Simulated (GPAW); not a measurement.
# Ti (Im-3m) in GPAW: convergence with plane-wave cutoff (eV)

Aim: find how far plane-wave cutoff (eV) must go before the results for Ti settle, at r2SCAN. This setting moves, with any that are tied to it; all else stays.

Program: GPAW 26.7.0. These are calculated values, not measurements. Logs are shortened: lines on timing, memory, paths and dates and some standing lists are left out, and cuts for length are marked. The log counts tension as positive stress, the text compression.

## 1. The structure

The structure is cubic, space group Im-3m (No. 229). Conventional cell: a = 3.282 Å, b = 3.282 Å, c = 3.282 Å, α = 90.00°, β = 90.00°, γ = 90.00°. Ti (site symmetry m-3m) is surrounded by 8 Ti at 2.84 Å.

This isn't the form of Ti at room conditions, which is hcp.

## 2. With plane-wave cutoff (eV) 240

File run.py:

```python
import json
import numpy as np
import spglib
from ase import Atoms
from ase.constraints import FixSymmetry
from ase.filters import FrechetCellFilter
from ase.io import read, write
from ase.optimize import BFGS
from ase.stress import full_3x3_to_voigt_6_stress, voigt_6_to_full_3x3_strain, voigt_6_to_full_3x3_stress
from ase.units import GPa
from gpaw import GPAW, PW

atoms = read('Ti.cif')
cell, positions, numbers = spglib.find_primitive(
    (atoms.cell[:], atoms.get_scaled_positions(), atoms.numbers), symprec=1e-4)
atoms = Atoms(numbers, cell=cell, scaled_positions=positions, pbc=True)

calc = GPAW(mode=PW(240),
            xc='MGGA_X_R2SCAN+MGGA_C_R2SCAN',
            kpts={'size': (8, 8, 8), 'gamma': True},
            occupations={'name': 'fermi-dirac', 'width': 0.05},
            nbands=14,
            convergence={'density': 1e-06, 'eigenstates': 1e-09},
            maxiter=150,
            txt='gpaw.txt')
atoms.calc = calc
atoms.set_constraint(FixSymmetry(atoms))
BFGS(FrechetCellFilter(atoms), trajectory='relax.traj', logfile='-').run(fmax=0.005, steps=40)
atoms.set_constraint()
energy = atoms.get_potential_energy()
forces = atoms.get_forces()
stress = atoms.get_stress()
calc.write('gs.gpw')
write('result.traj', atoms)
print('Cell:', atoms.cell.cellpar().round(4))
print(atoms.get_scaled_positions().round(5))

gpts = tuple(int(n) for n in calc.get_number_of_grid_points())
cell = atoms.cell[:].T
dataset = spglib.get_symmetry((atoms.cell[:], atoms.get_scaled_positions(), atoms.numbers), symprec=1e-4)
rotations = [cell @ w @ np.linalg.inv(cell) for w in dataset['rotations']]
strains, clamped, relaxed = [], [], []
for v in [0, 3]:
    for e in (-0.01, 0.01):
        voigt = np.zeros(6)
        voigt[v] = e
        F = voigt_6_to_full_3x3_strain(voigt)
        a = atoms.copy()
        a.set_cell(atoms.cell[:] @ F, scale_atoms=True)
        c = GPAW(mode=PW(240),
                 xc='MGGA_X_R2SCAN+MGGA_C_R2SCAN',
                 kpts={'size': (8, 8, 8), 'gamma': True},
                 occupations={'name': 'fermi-dirac', 'width': 0.05},
                 nbands=14,
                 convergence={'density': 1e-06, 'eigenstates': 1e-09},
                 maxiter=150,
                 gpts=gpts,
                 txt=f'strain-{v}{e:+.3f}.txt')
        a.calc = c
        s0 = s1 = a.get_stress() - stress
        print(v, e, 'clamped', (s0 / GPa).round(3), 'relaxed', (s1 / GPa).round(3), flush=True)
        for R in rotations:  # images under the point group
            eps = R @ (F - np.eye(3)) @ R.T
            strains.append(full_3x3_to_voigt_6_stress(eps) * [1, 1, 1, 2, 2, 2])
            for s, rows in ((s0, clamped), (s1, relaxed)):
                rows.append(full_3x3_to_voigt_6_stress(R @ voigt_6_to_full_3x3_stress(s) @ R.T))

C0, C = (np.linalg.lstsq(np.array(strains), np.array(s), rcond=None)[0].T / GPa for s in (clamped, relaxed))
print('Clamped-ion Cij (GPa):')
print(C0.round(1))
print('Relaxed-ion Cij (GPa):')
print(C.round(1))
json.dump({'clamped': C0.tolist(), 'relaxed': C.tolist()}, open('elastic.json', 'w'))
```

File Ti.cif:

```cif
data_Ti
_cell_length_a 3.28200000
_cell_length_b 3.28200000
_cell_length_c 3.28200000
_cell_angle_alpha 90.00000000
_cell_angle_beta 90.00000000
_cell_angle_gamma 90.00000000
_space_group_name_H-M_alt 'Im-3m'
_space_group_name_Hall '-I 4 2 3'
_space_group_IT_number 229
loop_
_space_group_symop_operation_xyz
'x,y,z'
'-x,-y,-z'
'-y,x,z'
'y,-x,-z'
'-x,-y,z'
'x,y,-z'
'y,-x,z'
'-y,x,-z'
'x,-y,-z'
'-x,y,z'
'-y,-x,-z'
'y,x,z'
'-x,y,-z'
'x,-y,z'
'y,x,-z'
'-y,-x,z'
'z,x,y'
'-z,-x,-y'
'z,-y,x'
'-z,y,-x'
'z,-x,-y'
'-z,x,y'
'z,y,-x'
'-z,-y,x'
'-z,x,-y'
'z,-x,y'
'-z,-y,-x'
'z,y,x'
'-z,-x,y'
'z,x,-y'
'-z,y,x'
'z,-y,-x'
'y,z,x'
'-y,-z,-x'
'x,z,-y'
'-x,-z,y'
'-y,z,-x'
'y,-z,x'
'-x,z,y'
'x,-z,-y'
'-y,-z,x'
'y,z,-x'
'-x,-z,-y'
'x,z,y'
'y,-z,-x'
'-y,z,x'
'x,-z,y'
'-x,z,-y'
'x+1/2,y+1/2,z+1/2'
'-x+1/2,-y+1/2,-z+1/2'
'-y+1/2,x+1/2,z+1/2'
'y+1/2,-x+1/2,-z+1/2'
'-x+1/2,-y+1/2,z+1/2'
'x+1/2,y+1/2,-z+1/2'
'y+1/2,-x+1/2,z+1/2'
'-y+1/2,x+1/2,-z+1/2'
'x+1/2,-y+1/2,-z+1/2'
'-x+1/2,y+1/2,z+1/2'
'-y+1/2,-x+1/2,-z+1/2'
'y+1/2,x+1/2,z+1/2'
'-x+1/2,y+1/2,-z+1/2'
'x+1/2,-y+1/2,z+1/2'
'y+1/2,x+1/2,-z+1/2'
'-y+1/2,-x+1/2,z+1/2'
'z+1/2,x+1/2,y+1/2'
'-z+1/2,-x+1/2,-y+1/2'
'z+1/2,-y+1/2,x+1/2'
'-z+1/2,y+1/2,-x+1/2'
'z+1/2,-x+1/2,-y+1/2'
'-z+1/2,x+1/2,y+1/2'
'z+1/2,y+1/2,-x+1/2'
'-z+1/2,-y+1/2,x+1/2'
'-z+1/2,x+1/2,-y+1/2'
'z+1/2,-x+1/2,y+1/2'
'-z+1/2,-y+1/2,-x+1/2'
'z+1/2,y+1/2,x+1/2'
'-z+1/2,-x+1/2,y+1/2'
'z+1/2,x+1/2,-y+1/2'
'-z+1/2,y+1/2,x+1/2'
'z+1/2,-y+1/2,-x+1/2'
'y+1/2,z+1/2,x+1/2'
'-y+1/2,-z+1/2,-x+1/2'
'x+1/2,z+1/2,-y+1/2'
'-x+1/2,-z+1/2,y+1/2'
'-y+1/2,z+1/2,-x+1/2'
'y+1/2,-z+1/2,x+1/2'
'-x+1/2,z+1/2,y+1/2'
'x+1/2,-z+1/2,-y+1/2'
'-y+1/2,-z+1/2,x+1/2'
'y+1/2,z+1/2,-x+1/2'
'-x+1/2,-z+1/2,-y+1/2'
'x+1/2,z+1/2,y+1/2'
'y+1/2,-z+1/2,-x+1/2'
'-y+1/2,z+1/2,x+1/2'
'x+1/2,-z+1/2,y+1/2'
'-x+1/2,z+1/2,-y+1/2'
loop_
_atom_site_label
_atom_site_type_symbol
_atom_site_symmetry_multiplicity
_atom_site_Wyckoff_symbol
_atom_site_fract_x
_atom_site_fract_y
_atom_site_fract_z
_atom_site_occupancy
Ti1 Ti 2 a 0.0000000000 0.0000000000 0.0000000000 1
```

Potentials or basis: GPAW PAW data sets (gpaw-data 1.2.1), pw.

Command:

```
> OMP_NUM_THREADS=1 python run.py
```

gpaw.txt:

```text
__  _  _
 | _ |_)|_||  |
 |__||  | ||/\| - 26.7.0

Input parameters:
  mode=PW(ecut=240.0),
  convergence={'density': 1e-06, 'eigenstates': 1e-09},
  kpts=MonkhorstPack(size=(8, 8, 8), gamma=True),
  maxiter=150,
  nbands=14,
  occupations=Occupations(name='fermi-dirac', width=0.05),
  xc=XC(name='MGGA_X_R2SCAN+MGGA_C_R2SCAN')

Diagonalizing LCAO Hamiltonian
Converting LCAO to pw mode

       Ti

Atoms  # Å, Bohr magnetons
|   | symbol |        x |        y |        z |    initial magnetic moments |
|---|--------|----------|----------|----------|-----------------------------|
| 0 |     Ti | 0.000000 | 0.000000 | 0.000000 | ( 0.0000,  0.0000,  0.0000) |

Unit cell  # Å
| periodic |         x |         y |         z |  lengths |     angles |
|----------|-----------|-----------|-----------|----------|------------|
|      yes | -1.641000 |  1.641000 |  1.641000 | 2.842295 | 109.471221 |
|      yes |  1.641000 | -1.641000 |  1.641000 | 2.842295 | 109.471221 |
|      yes |  1.641000 |  1.641000 | -1.641000 | 2.842295 | 109.471221 |
[... 199 lines left out ...]
|          2 |       -25.647 |     2.000 |
|          3 |       -25.647 |     2.000 |
|          4 |         1.798 |     2.000 |
|          5 |         9.295 |     0.000 |
|          6 |         9.295 |     0.000 |
|          7 |         9.295 |     0.000 |
|          8 |        11.051 |     0.000 |
|          9 |        11.051 |     0.000 |
|         10 |        26.162 |     0.000 |
|         11 |        26.162 |     0.000 |
|         12 |        26.162 |     0.000 |
|         13 |        32.231 |     0.000 |

No gap
No difference between direct/indirect transitions

Stress tensor  # eV/Ang^3
|         x |         y |         z |
|-----------|-----------|-----------|
|  0.037034 | -0.000000 | -0.000000 |
| -0.000000 |  0.037034 |  0.000000 |
| -0.000000 |  0.000000 |  0.037034 |

Forces  # eV/Ang
|       x |        y |       z |
|---------|----------|---------|
| 0.00000 | -0.00000 | 0.00000 |  # Ti   0

Interpolating wave functions to new cell

       Ti

Atoms  # Å, Bohr magnetons
|   | symbol |        x |        y |        z |    initial magnetic moments |
|---|--------|----------|----------|----------|-----------------------------|
| 0 |     Ti | 0.000000 | 0.000000 | 0.000000 | ( 0.0000,  0.0000,  0.0000) |
[... 168 lines left out ...]
SCF iterations
|iter     | |      energy | eigst |  dens |
|---------|-|-------------|-------|-------|
|iter:   1| |  -14.585686 | -1.25 |       |
|iter:   2| |  -10.847519 | -2.38 | -1.78 |
|iter:   3| |  -10.830577 | -3.21 | -1.84 |
|iter:   4| |  -10.832809 | -5.46 | -2.07 |
|iter:   5| |  -10.835489c| -5.33 | -2.13 |
|iter:   6| |  -10.835985c| -5.57 | -2.48 |
|iter:   7| |  -10.835999c| -6.84 | -3.08 |
|iter:   8| |  -10.836008c| -6.27 | -3.25 |
|iter:   9| |  -10.836008c| -8.31 | -4.32 |
|iter:  10| |  -10.836008c| -8.74 | -4.72 |
|iter:  11| |  -10.836008c| -9.68c| -5.78 |
|iter:  12| |  -10.836008c| -9.89c| -6.20c|

Converged in 12 steps
Energy contributions relative to reference atoms: (reference = -23224.014282)

Energy contributions:
  Kinetic:          -7.216863
  Coulomb:           5.672159
  Zero:              1.114982
  External:          0.000000
  Xc:              -10.396836
  Entropy:          -0.018900
  Spinorbit:         0.000000
  ----------------------------
  Free energy:     -10.845458
  Extrapolated:    -10.836008
[... 9 lines left out ...]
|          2 |       -25.249 |     2.000 |
|          3 |       -25.249 |     2.000 |
|          4 |         2.045 |     2.000 |
|          5 |         9.629 |     0.000 |
|          6 |         9.629 |     0.000 |
|          7 |         9.629 |     0.000 |
|          8 |        11.431 |     0.000 |
|          9 |        11.431 |     0.000 |
|         10 |        26.668 |     0.000 |
|         11 |        26.668 |     0.000 |
|         12 |        26.668 |     0.000 |
|         13 |        32.939 |     0.000 |

No gap
No difference between direct/indirect transitions

Stress tensor  # eV/Ang^3
|        x |        y |        z |
|----------|----------|----------|
| 0.017226 | 0.000000 | 0.000000 |
| 0.000000 | 0.017226 | 0.000000 |
| 0.000000 | 0.000000 | 0.017226 |

Forces  # eV/Ang
|        x |       y |       z |
|----------|---------|---------|
| -0.00000 | 0.00000 | 0.00000 |  # Ti   0

Interpolating wave functions to new cell

       Ti

Atoms  # Å, Bohr magnetons
|   | symbol |        x |        y |        z |    initial magnetic moments |
|---|--------|----------|----------|----------|-----------------------------|
| 0 |     Ti | 0.000000 | 0.000000 | 0.000000 | ( 0.0000,  0.0000,  0.0000) |
[... 210 lines left out ...]
|          2 |       -24.912 |     2.000 |
|          3 |       -24.912 |     2.000 |
|          4 |         2.256 |     2.000 |
|          5 |         9.905 |     0.000 |
|          6 |         9.906 |     0.000 |
|          7 |         9.906 |     0.000 |
|          8 |        11.752 |     0.000 |
|          9 |        11.752 |     0.000 |
|         10 |        27.090 |     0.000 |
|         11 |        27.091 |     0.000 |
|         12 |        27.091 |     0.000 |
|         13 |        33.540 |     0.000 |

No gap
No difference between direct/indirect transitions

Stress tensor  # eV/Ang^3
|         x |         y |        z |
|-----------|-----------|----------|
|  0.000921 | -0.000000 | 0.000000 |
| -0.000000 |  0.000921 | 0.000000 |
|  0.000000 |  0.000000 | 0.000921 |

Forces  # eV/Ang
|        x |       y |       z |
|----------|---------|---------|
| -0.00000 | 0.00000 | 0.00000 |  # Ti   0

Interpolating wave functions to new cell

       Ti

Atoms  # Å, Bohr magnetons
|   | symbol |        x |        y |        z |    initial magnetic moments |
|---|--------|----------|----------|----------|-----------------------------|
| 0 |     Ti | 0.000000 | 0.000000 | 0.000000 | ( 0.0000,  0.0000,  0.0000) |
[... 213 lines left out ...]
|          2 |       -24.893 |     2.000 |
|          3 |       -24.893 |     2.000 |
|          4 |         2.268 |     2.000 |
|          5 |         9.921 |     0.000 |
|          6 |         9.921 |     0.000 |
|          7 |         9.921 |     0.000 |
|          8 |        11.770 |     0.000 |
|          9 |        11.770 |     0.000 |
|         10 |        27.113 |     0.000 |
|         11 |        27.114 |     0.000 |
|         12 |        27.114 |     0.000 |
|         13 |        33.574 |     0.000 |

No gap
No difference between direct/indirect transitions

Stress tensor  # eV/Ang^3
|         x |         y |         z |
|-----------|-----------|-----------|
| -0.000184 | -0.000000 |  0.000000 |
| -0.000000 | -0.000184 |  0.000000 |
|  0.000000 |  0.000000 | -0.000184 |

Forces  # eV/Ang
|       x |       y |        z |
|---------|---------|----------|
| 0.00000 | 0.00000 | -0.00000 |  # Ti   0

# Writing to gs.gpw (mode='')
```

Run time: 2.7 min. Hardware: 1 thread of Intel Xeon Platinum 8259CL at 2.50GHz (Skylake/Cascade Lake), shared host; peak memory 0.51 GiB.

What came out:

```yaml
Free_energy: -10.8348 eV
Relaxed_volume: 16.77 Å³/atom
Relaxed_cell: a = 2.793 Å, b = 2.793 Å, c = 2.793 Å, α = 109.47°, β = 109.47°, γ = 109.47°
Space_group_after_relaxing_to_0.05_Å: Im-3m (No. 229)
Pressure_after_relaxing: 0.0 GPa
Band_gap_on_the_k_mesh: none (metal or under the smearing width)
Elastic_constants_C11_C12_C44: 88, 126, 58 GPa
Voigt_bulk_modulus: 113 GPa
```

(Part 1 of 2 ends here.)
